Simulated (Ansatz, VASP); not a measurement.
## Two plane-wave programs on MgO

```
Mg O
1.0
     3.30779    0.00000    0.00000
    -1.65389    2.86463    0.00000
     0.00000    0.00000    4.98288
Mg O
2 2
Direct
  0.33333 0.66667 0.00216
  0.66667 0.33333 0.50216
  0.33333 0.66667 0.40244
  0.66667 0.33333 0.90244
```

Alike in both runs: task single point; functional LDA; k mesh 5 × 5 × 3; no spin polarisation.

|  | VASP | Ansatz |
| --- | --- | --- |
| version | VASP 6.6.1 | Ansatz 0.2.0 |
| potentials or method | VASP PAW LDA potentials, release 64 (Mg, O) | plane waves, PAW |
| plane-wave cutoff (eV) | 520 | 420 |
| occupations | gaussian, width 0.01 eV | fixed |
| valence electrons in the cell | 16 | 32 |

```csv
,VASP,Ansatz,Ansatz less VASP
gap on the k mesh at the Fermi level (eV),3.36,3.36,+0.002
```

The two sets of potentials don't hold the same shells in valence.

Caveats: the k mesh is coarse (spacing up to 0.44 Å⁻¹), so the values aren't converged. As with any semilocal functional, this LDA gap is likely too small.
